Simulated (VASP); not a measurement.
# FeO (I4/mmm) in VASP: further runs, part 2 of 2

VASP 6.6.1. Earlier steps stand in the parts before.

### Step 3. Single point, PBE, collinear spin, ferromagnetic start

INCAR reads:

```
SYSTEM = FeO
PREC     = Accurate       ! precision mode
ENCUT    = 600            ! plane-wave cutoff, eV
EDIFF    = 1E-6           ! SCF threshold, eV
ISMEAR   = 0              ! smearing method
SIGMA    = 0.05           ! smearing width, eV
LREAL    = .FALSE.        ! projectors in reciprocal space
LASPH    = .TRUE.         ! aspherical terms in the spheres
NELM     = 100            ! most SCF steps
ALGO     = Normal         ! electronic algorithm
ISIF     = 2              ! what is computed and relaxed
LWAVE    = .FALSE.        ! write WAVECAR
LCHARG   = .FALSE.        ! write CHGCAR
ISPIN    = 2              ! spin polarisation
MAGMOM   = 3 0            ! initial moments
LORBIT   = 11             ! projections on sites
LMAXMIX  = 4              ! l up to which the mixer works
GGA      = PE             ! functional
ADDGRID  = .FALSE.
```

KPOINTS reads:

```
Automatic mesh
0
G
  4 4 4
  0 0 0
```

POSCAR reads:

```
FeO
1.0
   -1.6021034130      1.6021034130      2.0833922500
    1.6021034130     -1.6021034130      2.0833922500
    1.6021034130      1.6021034130     -2.0833922500
Fe O
1 1
Direct
    0.0000000000      0.0000000000      0.0000000000
    0.5000000000      0.5000000000      0.0000000000
```

Potentials or basis: VASP PAW PBE potentials, release 64 (Fe, O).

Started as:

```bash
$ cat potpaw_PBE.64/Fe/POTCAR potpaw_PBE.64/O/POTCAR > POTCAR
$ mpirun -np 1 vasp_std > vasp.out
```

OUTCAR:

```text
SYSTEM = FeO
   PREC = Accurate
   ENCUT = 600
   EDIFF = 1E-6
   ISMEAR = 0
   LREAL = .FALSE.
   LASPH = .TRUE.
   NELM = 100
   ISIF = 2
   ISPIN = 2
   LORBIT = 11
   GGA = PE

 Found     13 irreducible k-points:

 Following reciprocal coordinates:
            Coordinates               Weight
  0.000000  0.000000  0.000000      1.000000
  0.250000  0.000000 -0.000000      8.000000
  0.500000  0.000000 -0.000000      4.000000
  0.250000  0.250000 -0.000000      8.000000
  0.500000  0.250000 -0.000000     16.000000
 -0.250000  0.250000  0.000000      4.000000
   k-points           NKPTS =     13   k-points in BZ     NKDIM =     13   number of bands    NBANDS=     13
[... 285 lines left out ...]
 -----------------------------------------------------------------------------
  energy-cutoff  :      600.00
  volume of cell :       21.39
      direct lattice vectors                 reciprocal lattice vectors
    -1.602103413  1.602103413  2.083392250     0.000000000  0.312089717  0.239993213
     1.602103413 -1.602103413  2.083392250     0.312089717  0.000000000  0.239993213
     1.602103413  1.602103413 -2.083392250     0.312089717  0.312089717  0.000000000

 POSITION                                       TOTAL-FORCE (eV/Angst)
 -----------------------------------------------------------------------------------
      0.00000      0.00000      0.00000        -0.000000      0.000000      0.000000
      0.00000      0.00000      2.08339         0.000000     -0.000000     -0.000000
 -----------------------------------------------------------------------------------
    total drift:                                0.000000     -0.000000      0.000000

  FREE ENERGIE OF THE ION-ELECTRON SYSTEM (eV)
  ---------------------------------------------------
  free  energy   TOTEN  =       -14.8558648649 eV

  energy  without entropy=      -14.8525734061  energy(sigma->0) =      -14.85421914

 total charge

# of ion       s       p       d       tot
------------------------------------------
    1        0.283   0.326   6.045   6.653
    2        1.556   3.408   0.000   4.964
--------------------------------------------------
tot          1.838   3.734   6.045  11.617

 magnetization (x)

# of ion       s       p       d       tot
------------------------------------------
    1        0.028   0.018   3.581   3.626
    2        0.026   0.278   0.000   0.305
--------------------------------------------------
tot          0.054   0.296   3.581   3.931
```

Wall time 17 s (1 thread of Intel Xeon Platinum 8488C (Sapphire Rapids), shared host); peak memory 0.17 GiB.

The run converged, but some of its settings lie outside the range that counts as converged, so its numbers aren't taken as properties of the crystal.

Results:

- Free energy: -14.8559 eV
- Pressure: -8.5 GPa
- Band gap on the k mesh: none (metal or under the smearing width)
- Net moment: 4.02 μB per cell
- Site moments: Fe +3.63; O +0.30 μB
- Valence electrons inside the program's atomic spheres: Fe 6.65; O 4.96

Caveat: the k mesh is coarse (spacing up to 0.69 Å⁻¹), so the values aren't converged; a cell with one magnetic atom can't hold antiferromagnetic order, which such compounds often take; semilocal functionals often make such compounds metallic where correlation or magnetic order opens a gap, which also shifts bond lengths.

### Step 4. Single point, PBE, collinear spin, ferromagnetic start

INCAR: that of step 3 with these lines changed.

```diff
@@ -2,3 +2,3 @@
 PREC     = Accurate       ! precision mode
-ENCUT    = 600            ! plane-wave cutoff, eV
+ENCUT    = 400            ! plane-wave cutoff, eV
 EDIFF    = 1E-6           ! SCF threshold, eV
```

KPOINTS reads:

```
Automatic mesh
0
G
  5 5 5
  0 0 0
```

POSCAR is that of step 3.

Started as:

```bash
$ cat potpaw_PBE.64/Fe/POTCAR potpaw_PBE.64/O/POTCAR > POTCAR
$ mpirun -np 1 vasp_std > vasp.out
```

Run time: 10 s. Hardware: 1 thread of Intel Xeon Platinum 8488C (Sapphire Rapids), shared host; peak memory 0.13 GiB.

These settings aren't checked as converged: the numbers below hold their error.

Results:

* Free energy: -14.8898 eV
* Band gap on the k mesh: none (metal or under the smearing width)
* Net moment: 4.02 μB per cell
* Site moments: Fe +3.63; O +0.30 μB
* Valence electrons inside the program's atomic spheres: Fe 6.65; O 5.00

Caveat: the k mesh is coarse (spacing up to 0.55 Å⁻¹), so the values aren't converged; the cutoff is under 1.25 times the usual one of these potentials, so pressure, stress and relaxed cells hold a basis-set (Pulay) error; a cell with one magnetic atom can't hold antiferromagnetic order, which such compounds often take; semilocal functionals often make such compounds metallic where correlation or magnetic order opens a gap, which also shifts bond lengths.

### Step 5. Single point, PBE, collinear spin, ferromagnetic start

INCAR: that of step 4 with these lines changed.

```diff
@@ -5,3 +5,3 @@
 ISMEAR   = 0              ! smearing method
-SIGMA    = 0.05           ! smearing width, eV
+SIGMA    = 0.5            ! smearing width, eV
 LREAL    = .FALSE.        ! projectors in reciprocal space
```

KPOINTS is that of step 4.

POSCAR is that of step 4.

Started as:

```bash
$ cat potpaw_PBE.64/Fe/POTCAR potpaw_PBE.64/O/POTCAR > POTCAR
$ mpirun -np 1 vasp_std > vasp.out
```

Wall time 10 s (1 thread of Intel Xeon Platinum 8488C (Sapphire Rapids), shared host); peak memory 0.13 GiB.

These settings aren't checked as converged: the numbers below hold their error.

Results:

```
Free energy                                           : -14.9867 eV
Band gap on the k mesh                                : none (metal or under the smearing width)
Net moment                                            : 3.96 μB per cell
Site moments                                          : Fe +3.58; O +0.28 μB
Valence electrons inside the program's atomic spheres : Fe 6.66; O 5.00
```

Caveat: the k mesh is coarse (spacing up to 0.55 Å⁻¹), so the values aren't converged; the cutoff is under 1.25 times the usual one of these potentials, so pressure, stress and relaxed cells hold a basis-set (Pulay) error; a cell with one magnetic atom can't hold antiferromagnetic order, which such compounds often take; semilocal functionals often make such compounds metallic where correlation or magnetic order opens a gap, which also shifts bond lengths.

### Step 6. Single point, PBE, collinear spin, ferromagnetic start

INCAR: that of step 5 with these lines changed.

```diff
@@ -5,3 +5,3 @@
 ISMEAR   = 0              ! smearing method
-SIGMA    = 0.5            ! smearing width, eV
+SIGMA    = 0.2            ! smearing width, eV
 LREAL    = .FALSE.        ! projectors in reciprocal space
```

KPOINTS is that of step 5.

POSCAR is that of step 5.

Potentials or basis: VASP PAW PBE potentials, release 64 (Fe, O).

Started as:

```bash
$ cat potpaw_PBE.64/Fe/POTCAR potpaw_PBE.64/O/POTCAR > POTCAR
$ mpirun -np 1 vasp_std > vasp.out
```

Run time: 12 s. Hardware: 1 thread of Intel Xeon Platinum 8488C (Sapphire Rapids), shared host; peak memory 0.13 GiB.

These settings aren't checked as converged: the numbers below hold their error.

Results:

```
Free energy                                           : -14.9012 eV
Band gap on the k mesh                                : none (metal or under the smearing width)
Net moment                                            : 4.01 μB per cell
Site moments                                          : Fe +3.62; O +0.30 μB
Valence electrons inside the program's atomic spheres : Fe 6.65; O 5.00
```

Caveat: the k mesh is coarse (spacing up to 0.55 Å⁻¹), so the values aren't converged; the cutoff is under 1.25 times the usual one of these potentials, so pressure, stress and relaxed cells hold a basis-set (Pulay) error; a cell with one magnetic atom can't hold antiferromagnetic order, which such compounds often take; semilocal functionals often make such compounds metallic where correlation or magnetic order opens a gap, which also shifts bond lengths.
